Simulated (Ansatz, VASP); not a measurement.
## Al2O3 (Corundum) in VASP and in Ansatz

File INCAR:

```
SYSTEM = Al2O3
PREC = Accurate
ENCUT = 520
EDIFF = 1E-7
ISMEAR = -1
SIGMA = 0.05
LREAL = .False.
LASPH = .True.
NELM = 60
ALGO = Normal
ISIF = 2
LWAVE = .False.
LCHARG = .True.
GGA = RE
IVDW = 13
LELF = .True.
LVHAR = .True.
NBANDS = 35
```

Contents of KPOINTS:

```
Automatic mesh
0
Gamma
  7 7 7
  0 0 0
```

Contents of POSCAR:

```
Al2O3
1.0
    2.3642746864      1.3650146266      4.3027928600
   -2.3642746864      1.3650146266      4.3027928600
    0.0000000000     -2.7300292533      4.3027928600
Al O
4 6
Direct
    0.8521600000      0.8521600000      0.8521600000
    0.6478400000      0.6478400000      0.6478400000
    0.1478400000      0.1478400000      0.1478400000
    0.3521600000      0.3521600000      0.3521600000
    0.0566800000      0.7500000000      0.4433200000
    0.7500000000      0.4433200000      0.0566800000
    0.4433200000      0.0566800000      0.7500000000
    0.9433200000      0.2500000000      0.5566800000
    0.2500000000      0.5566800000      0.9433200000
    0.5566800000      0.9433200000      0.2500000000
```

Contents of input.yaml:

```yaml
crystal:
  lattice:
    - [2.3642746864, 1.3650146266, 4.30279286]
    - [-2.3642746864, 1.3650146266, 4.30279286]
    - [0.0, -2.7300292533, 4.30279286]
  atoms:
    - { symbol: Al, position: [0.85216, 0.85216, 0.85216] }
    - { symbol: Al, position: [0.64784, 0.64784, 0.64784] }
    - { symbol: Al, position: [0.14784, 0.14784, 0.14784] }
    - { symbol: Al, position: [0.35216, 0.35216, 0.35216] }
    - { symbol: O, position: [0.05668, 0.75, 0.44332] }
    - { symbol: O, position: [0.75, 0.44332, 0.05668] }
    - { symbol: O, position: [0.44332, 0.05668, 0.75] }
    - { symbol: O, position: [0.94332, 0.25, 0.55668] }
    - { symbol: O, position: [0.25, 0.55668, 0.94332] }
    - { symbol: O, position: [0.55668, 0.94332, 0.25] }
hamiltonian:
  xc: revpbe
  pseudopotentials: { kind: paw }
  dispersion: d4
kpoints:
  mp_grid: { grid: [7, 7, 7] }
scf:
  occupations: { method: fermi_dirac, width: 0.05 }
output:
  forces: true
  stress: true
  eigenvalues: true
  write_density: true
  write_potential: true
  elf: true
  volumetric_format: npy
```

Alike in both runs: task single point; functional revPBE; dispersion D4; k mesh 7 × 7 × 7; occupations fermi-dirac, width 0.05 eV; no spin polarisation.

```csv
,VASP,Ansatz
version,VASP 6.6.1,Ansatz 0.2.0
potentials or method,"VASP PAW PBE potentials, release 64 (Al, O)",Ansatz PAW
plane-wave cutoff (eV),520,420
valence electrons in the cell,48,48
```

```csv
,VASP,Ansatz,Ansatz less VASP
gap on the k mesh at the Fermi level (eV),6.55,6.54,-0.003
least direct gap on the mesh (eV),6.55,6.54,-0.003
pressure (GPa),5.3,5.9,+0.55
largest component of the traceless stress (GPa),0.69,0.70,+0.012
rms of the force components (eV/Å),0.026,0.025,-0.0011
dispersion energy (meV/atom),-549.5,-549.6,-0.06
```

Atom by atom the forces differ by 0.003 eV/Å (rms over components). The functional is the same, so the differences come from potentials, cutoffs and numerics.

Caveats: the PAW data sets were made with another functional, which shifts forces and pressure a little (VASP); an odd mesh through Γ misses points on the zone boundary, where band edges often lie (VASP); odd divisions of the mesh miss points on the zone boundary, where band edges often lie, so the gap on the mesh can be too wide (Ansatz); the pressure holds a Pulay correction of +0.8 GPa for the finite cutoff (Ansatz); the PAW data sets come from PBE, with cores solved anew for the run's functional, which leaves a small shift of forces and pressure (Ansatz).
